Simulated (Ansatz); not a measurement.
**Na2Cl3: competing structures**

Method: DFT PBE, scalar-relativistic, plane waves, PAW in Ansatz. Settings: cutoff 420 eV, Γ-centred meshes spaced at most about 0.3 Å⁻¹, and about 0.25 Å⁻¹ or finer for metals (2π included), Gaussian smearing. No spin polarisation.

Energies over the elements count from the elements' standard structures at the same level (Cl₂ as a molecule), with no fitted energy shifts.

All energies are static (0 K, no zero-point motion). Larger cells and other orderings weren't all tried, so the list isn't exhaustive. The k mesh leaves some 4 meV/atom of noise in the energy of each metallic cell. In P-3m1, P4/mmm an odd number of electrons in the primitive cell allows no gap without spin; a larger cell or a magnetic state could open one. A magnetic state wasn't ruled out in cells without spin, among them P-3m1, R-3c, P4/mmm.

Invented guesses were relaxed alike, and ends that match in structure were merged. ΔE counts from the first row. Coordination counts Cl atoms around Na (those within 1.25 times the shortest such distance or 1.15 times the sum of covalent radii; a plus sign parts nearer from farther groups). The ends were matched against large subsets of the Crystallography Open Database and the Materials Project, so a missing match doesn't prove that a structure is unreported.

```tsv
#	reached from	type and space group	atoms	Å³/atom	coordination	ΔE (meV/atom)	gap on mesh (eV)	in databases
1	A-type sesquioxide type (P-3m1)	P-3m1 (No. 164)	5	24.7	Na 8	0	0.00	no match
2	corundum type (R-3c)	R-3c (No. 167)	10	26.2	Na 6	7	0.00	no match
3	random cell	P4/mmm (No. 123)	5	36.3	Na 1+4	76	0.00	no match
```

The lowest: Space group P-3m1 (No. 164), trigonal, a = 4.870 Å, c = 6.012 Å. Around Na lie 4 Cl at 2.84–2.86 Å and 4 Cl at 3.11–3.17 Å; Cl on a site of symmetry -3m is surrounded by 6 Na at 3.11 Å and 6 Cl at 3.36 Å; Cl on a site of symmetry 3m has 4 Na at 2.84–2.86 Å, 1 Na at 3.17 Å, 3 Cl at 3.36 Å and 3 Cl at 3.64 Å. Its energy over the elements is −1.25 eV/atom. A negative formation energy is needed for stability but isn't enough: competing phases decide. An observed structure of this formula, if there is one, may be missing.

```
Na Cl
1.0
     4.86963    0.00000    0.00000
    -2.43482    4.21723    0.00000
     0.00000    0.00000    6.01162
Na Cl
2 3
Direct
  0.33333 0.66667 0.21982
  0.66667 0.33333 0.78018
  0.00000 0.00000 0.00000
  0.33333 0.66667 0.69253
  0.66667 0.33333 0.30747
```

The second: Space group R-3c (No. 167), trigonal, a = 7.472 Å, c = 16.244 Å. Na is surrounded by 6 Cl at 2.78–2.87 Å; around Cl lie 4 Na at 2.78–2.87 Å. Counting Cl atoms around Na, the first has Na 8 and the second has Na 6. Cells relaxed within their symmetry can be saddle points. Some candidate types were left out of the draw beforehand, so a known form may be missing.
